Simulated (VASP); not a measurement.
# Nb (Fm-3m) in VASP: a series of runs

Runs on Nb. Level: PBE. Tasks: single point.

Everything below comes from runs of VASP 6.6.1. Logs are shortened: lines on timing, memory, paths and dates and some standing lists are left out, and cuts for length are marked.

## Step 1: Starting point

It takes space group Fm-3m (No. 225, cubic). Conventional cell: a = 4.220 Å, b = 4.220 Å, c = 4.220 Å, α = 90.00°, β = 90.00°, γ = 90.00°. Nb (site symmetry m-3m) is surrounded by 12 Nb at 2.98 Å.

This isn't the form of Nb at room conditions, which is bcc.

## Step 2: Single point, PBE, collinear spin, typed start

INCAR reads:

```
SYSTEM = Nb
PREC = Accurate
ENCUT = 520
EDIFF = 1E-7
ISMEAR = -1
SIGMA = 0.05
LREAL = .FALSE.
LASPH = .TRUE.
NELM = 150
ALGO = Normal
ISIF = 2
LWAVE = .FALSE.
LCHARG = .FALSE.
ISPIN = 2
MAGMOM = 1
LORBIT = 11
LMAXMIX = 4
GGA = PE
NBANDS = 16
```

KPOINTS reads:

```
Automatic mesh
0
G
  21 21 21
  0 0 0
```

POSCAR reads:

```
Nb
1.0
    0.0000000000      2.1101716179      2.1101716179
    2.1101716179      0.0000000000      2.1101716179
    2.1101716179      2.1101716179      0.0000000000
Nb
1
Direct
    0.0000000000      0.0000000000      0.0000000000
```

Potentials or basis: VASP PAW PBE potentials, release 64 (Nb_sv).

Command:

```
$ cat potpaw_PBE.64/Nb_sv/POTCAR > POTCAR
$ mpirun -np 1 vasp_std > vasp.out
```

OUTCAR:

```text
SYSTEM = Nb
   PREC = Accurate
   ENCUT = 520
   EDIFF = 1E-7
   ISMEAR = -1
   LREAL = .FALSE.
   LASPH = .TRUE.
   NELM = 150
   ISIF = 2
   ISPIN = 2
   LORBIT = 11
   GGA = PE

 ion  position               nearest neighbor table
   1  0.000  0.000  0.000-

  LATTYP: Found a face centered cubic cell.
 ALAT       =     4.2203432358

  Lattice vectors:

 A1 = (   0.0000000000,   2.1101716179,   2.1101716179)
 A2 = (   2.1101716179,   0.0000000000,   2.1101716179)
 A3 = (   2.1101716179,   2.1101716179,   0.0000000000)

Analysis of symmetry for initial positions (statically):
=====================================================================
 Subroutine PRICEL returns:
 Original cell was already a primitive cell.

 Routine SETGRP: Setting up the symmetry group for a
 face centered cubic supercell.

 Subroutine GETGRP returns: Found 48 space group operations
 (whereof 48 operations were pure point group operations)
 out of a pool of 48 trial point group operations.

The static configuration has the point symmetry O_h .

Analysis of symmetry for dynamics (positions and initial velocities):
=====================================================================
 Subroutine PRICEL returns:
 Original cell was already a primitive cell.

 Routine SETGRP: Setting up the symmetry group for a
 face centered cubic supercell.

 Subroutine GETGRP returns: Found 48 space group operations
 (whereof 48 operations were pure point group operations)
 out of a pool of 48 trial point group operations.

The dynamic configuration has the point symmetry O_h .

Analysis of structural, dynamic, and magnetic symmetry:
=====================================================================
 Subroutine PRICEL returns:
 Original cell was already a primitive cell.

 Routine SETGRP: Setting up the symmetry group for a
 face centered cubic supercell.

 Subroutine GETGRP returns: Found 48 space group operations
 (whereof 48 operations were pure point group operations)
 out of a pool of 48 trial point group operations.

The overall configuration has the point symmetry O_h .

 Subroutine INISYM returns: Found 48 space group operations
 (whereof 48 operations are pure point group operations),
 and found     1 'primitive' translations

----------------------------------------------------------------------------------------

                                     Primitive cell

  volume of cell :      18.7924

  direct lattice vectors                    reciprocal lattice vectors
     0.000000000  2.110171618  2.110171618    -0.236947552  0.236947552  0.236947552
     2.110171618  0.000000000  2.110171618     0.236947552 -0.236947552  0.236947552
     2.110171618  2.110171618  0.000000000     0.236947552  0.236947552 -0.236947552

  length of vectors
     2.984233321  2.984233321  2.984233321     0.410405199  0.410405199  0.410405199

  position of ions in fractional coordinates (direct lattice)
     0.000000000  0.000000000  0.000000000

  ion indices of the primitive-cell ions
   primitive index   ion index
                 1           1

----------------------------------------------------------------------------------------

 KPOINTS: Automatic mesh

Automatic generation of k-mesh.
 Grid dimensions read from file:
 generate k-points for:   21   21   21

 Generating k-lattice:

  Cartesian coordinates                     Fractional coordinates (reciprocal lattice)
    -0.011283217  0.011283217  0.011283217     0.047619048  0.000000000  0.000000000
     0.011283217 -0.011283217  0.011283217     0.000000000  0.047619048  0.000000000
     0.011283217  0.011283217 -0.011283217     0.000000000  0.000000000  0.047619048

  Length of vectors
     0.019543105  0.019543105  0.019543105

  Shift w.r.t. Gamma in fractional coordinates (k-lattice)
     0.000000000  0.000000000  0.000000000

 Subroutine IBZKPT returns following result:
 ===========================================

 Found    286 irreducible k-points:

 Following reciprocal coordinates:
            Coordinates               Weight
  0.000000  0.000000  0.000000      1.000000
  0.047619  0.000000  0.000000      8.000000
  0.095238  0.000000  0.000000      8.000000
  0.142857  0.000000  0.000000      8.000000
  0.190476  0.000000  0.000000      8.000000
  0.238095  0.000000  0.000000      8.000000
[... 16 lines left out ...]
 -0.428571  0.047619  0.000000     24.000000
 -0.380952  0.047619  0.000000     24.000000
 [... further k-points ...]
   k-points           NKPTS =    286   k-points in BZ     NKDIM =    286   number of bands    NBANDS=     16
   number of dos      NEDOS =    301   number of ions     NIONS =      1
   total plane-waves  NPLWV =  13824
   dimension x,y,z NGX =    24 NGY =   24 NGZ =   24
   dimension x,y,z NGXF=    48 NGYF=   48 NGZF=   48
   ions per type =               1
   NGX,Y,Z   is equivalent  to a cutoff of  13.37, 13.37, 13.37 a.u.
   NGXF,Y,Z  is equivalent  to a cutoff of  26.74, 26.74, 26.74 a.u.
 SYSTEM =  Nb
   PREC   = accura    normal or accurate (medium, high low for compatibility)
   ISTART =      0    job   : 0-new  1-cont  2-samecut
   ICHARG =      2    charge: 1-file 2-atom 10-const
   ISPIN  =      2    spin polarized calculation?
   LNONCOLLINEAR =      F non collinear calculations
   LSORBIT =      F    spin-orbit coupling
   LASPH  =      T    aspherical Exc in radial PAW
   ENCUT  =  520.0 eV  38.22 Ry    6.18 a.u.   5.55  5.55  5.55*2*pi/ulx,y,z
   NELM   =    150;   NELMIN=  2; NELMDL= -5     # of ELM steps
   EDIFF  = 0.1E-06   stopping-criterion for ELM
   LREAL  =      F    real-space projection
   EDIFFG = 0.1E-05   stopping-criterion for IOM
   NSW    =      0    number of steps for IOM
   IBRION =     -1    ionic relax: 0-MD 1-quasi-New 2-CG
   NFREE  =      0    steps in history (QN), initial steepest desc. (CG)
   ISIF   =      2    stress and relaxation
   ISYM   =      2    0-nonsym 1-usesym 2-fastsym
   POTIM  = 0.5000    time-step for ionic-motion
   TEBEG  =    0.0;   TEEND  =   0.0 temperature during run
   PSTRESS=    0.0 pullay stress
   NELECT =      13.0000    total number of electrons
   NUPDOWN=      -1.0000    fix difference up-down
   EMIN   =  10.00;   EMAX   =-10.00  energy-range for DOS
   EFERMI =   0.00;   METHOD = LEGACY
   ISMEAR =    -1;   SIGMA  =   0.05  broadening in eV -4-tet -1-fermi 0-gaus
   EFERMI_NEDOS =   21; number of points for ismear=-14 and -15
   IALGO  =     38    algorithm
   IMIX   =      4    mixing-type and parameters
     AMIX     =   0.40;   BMIX     =  1.00
     AMIX_MAG =   1.60;   BMIX_MAG =  1.00
  volume/ion in A,a.u.               =      18.79       126.82
  Fermi-wavevector in a.u.,A,eV,Ry     =   1.447865  2.736069 28.522084  2.096314
  Thomas-Fermi vector in A             =   2.565772
   LORBIT       =     11    0 simple, 1 ext, 2 COOP (PROOUT), +10 PAW based schemes
   GGA     = PE    functional components
   LHFCALC =     F    Hartree Fock is set to
   AEXX    =    0.0000 exact exchange contribution
   IVDW    =     0    specifies the selected vdW correction
   LEPSILON=     F    determine dielectric tensor
   LRPA    =     F    only Hartree local field effects (RPA)
 spin polarized calculation
  energy-cutoff  :      520.00
  volume of cell :       18.79
 maximum number of plane-waves:       531
   NGX = 11   NGY = 11   NGZ = 11

 number of electron      13.0000001 magnetization      -0.0000904

 number of electron      13.0000001 magnetization       0.0000198

 Free energy of the ion-electron system (eV)
  ---------------------------------------------------
  ext. energy  EPLUGINS =         0.00000000
  ---------------------------------------------------
  free energy    TOTEN  =        -9.89937763 eV

  energy without entropy =       -9.88699065  energy(sigma->0) =       -9.89318414

 E-fermi :  10.9508     XC(G=0): -12.2856

 val. band max:       10.9507866769   @ k =  -0.3333   0.1429   0.0476
 cond. band min:      10.9607321600   @ k =  -0.4286   0.0476   0.0000
 fundamental gap:      0.0099454831
 Fermi energy:        10.9508167661

 spin component 1

 k-point     1 :       0.0000    0.0000    0.0000
  band No.  band energies     occupation
      1     -43.8495      1.00000
      2     -19.2393      1.00000
      3     -19.2393      1.00000
      4     -19.2393      1.00000
      5       4.7248      1.00000
      6      11.0516      0.11762
[... 8 lines left out ...]
     15      32.0307      0.00000
     16      40.1664      0.00000

 k-point     2 :       0.0476    0.0000    0.0000
  band No.  band energies     occupation
      1     -43.8453      1.00000
      2     -19.2674      1.00000
      3     -19.2428      1.00000
      4     -19.2428      1.00000
      5       4.8098      1.00000
      6      10.9842      0.33916
[... 8 lines left out ...]
     15      32.5379      0.00000
     16      39.4109      0.00000
[... 387 lines left out ...]
      5       7.2013      1.00000
      6      10.8064      0.94722
[... 8 lines left out ...]
     15      35.6223      0.00000
     16      36.5601      0.00000

 k-point    24 :      -0.3810    0.0476    0.0000
  band No.  band energies     occupation
      1     -43.6751      1.00000
      2     -20.3016      1.00000
      3     -19.4057      1.00000
      4     -19.3724      1.00000
      5       7.2070      1.00000
      6      10.9113      0.68798
[... 8 lines left out ...]
     15      34.2448      0.00000
     16      35.6059      0.00000

 [... further k-points ...]

 spin component 2

 k-point     1 :       0.0000    0.0000    0.0000
  band No.  band energies     occupation
      1     -43.8496      1.00000
      2     -19.2393      1.00000
      3     -19.2393      1.00000
      4     -19.2393      1.00000
      5       4.7247      1.00000
      6      11.0516      0.11757
[... 8 lines left out ...]
     15      32.0306      0.00000
     16      40.1665      0.00000

 k-point     2 :       0.0476    0.0000    0.0000
  band No.  band energies     occupation
      1     -43.8454      1.00000
      2     -19.2674      1.00000
      3     -19.2428      1.00000
      4     -19.2428      1.00000
      5       4.8097      1.00000
      6      10.9842      0.33906
[... 8 lines left out ...]
     15      32.5379      0.00000
     16      39.4110      0.00000
[... 387 lines left out ...]
      5       7.2013      1.00000
      6      10.8065      0.94720
[... 8 lines left out ...]
     15      35.6223      0.00000
     16      36.5601      0.00000

 k-point    24 :      -0.3810    0.0476    0.0000
  band No.  band energies     occupation
      1     -43.6752      1.00000
      2     -20.3016      1.00000
      3     -19.4057      1.00000
      4     -19.3724      1.00000
      5       7.2069      1.00000
      6      10.9113      0.68789
[... 8 lines left out ...]
     15      34.2448      0.00000
     16      35.6059      0.00000

 [... further k-points ...]
[... 5 lines left out ...]
  --------------------------------------------------------------------------------------
  -------------------------------------------------------------------------------------
  Total       -0.0621177     -0.0621177     -0.0621177     -0.0000000     -0.0000000      0.0000000
  in kB       -5.2959369     -5.2959369     -5.2959369     -0.0000000     -0.0000000      0.0000000
  external PRESSURE =      -5.2959369 kB  Pullay stress =       0.0000000 kB

 VOLUME and BASIS-vectors are now :
 -----------------------------------------------------------------------------
  energy-cutoff  :      520.00
  volume of cell :       18.79
      direct lattice vectors                 reciprocal lattice vectors
     0.000000000  2.110171618  2.110171618    -0.236947552  0.236947552  0.236947552
     2.110171618  0.000000000  2.110171618     0.236947552 -0.236947552  0.236947552
     2.110171618  2.110171618  0.000000000     0.236947552  0.236947552 -0.236947552

 POSITION                                       TOTAL-FORCE (eV/Angst)
 -----------------------------------------------------------------------------------
      0.00000      0.00000      0.00000         0.000000      0.000000      0.000000
 -----------------------------------------------------------------------------------
    total drift:                                0.000000      0.000000      0.000000

  FREE ENERGIE OF THE ION-ELECTRON SYSTEM (eV)
  ---------------------------------------------------
  free  energy   TOTEN  =        -9.8993776306 eV

  energy  without entropy=       -9.8869906459  energy(sigma->0) =       -9.89318414

 total charge

# of ion       s       p       d       tot
------------------------------------------
    1        2.224   6.003   2.414  10.641

 magnetization (x)

# of ion       s       p       d       tot
------------------------------------------
    1       -0.000   0.000   0.000   0.000
```

Run time: 61 s. Hardware: 1 thread of Intel Xeon 6975P-C (Granite Rapids), shared host; peak memory 0.24 GiB.

What came out:

- Free energy: -9.8994 eV
- Pressure: -0.5 GPa
- Band gap on the k mesh: none (metal or under the smearing width)
- Net moment: 0.00 μB per cell
- Valence electrons inside the program's atomic spheres: Nb 10.64

Levels at points of the mesh, in eV from the Fermi level:
Spin up:
```tsv
k point	band 3	band 4	band 5	band 6	band 7	band 8	band 9	band 10
(0.00, 0.00, 0.00)	-30.19	-30.19	-6.23	0.10	0.10	0.10	2.69	2.69
```
Spin down:
```tsv
k point	band 4	band 5	band 6	band 7	band 8	band 9
(0.00, 0.00, 0.00)	-30.19	-6.23	0.10	0.10	0.10	2.69
```

(Part 1 of 2 ends here.)
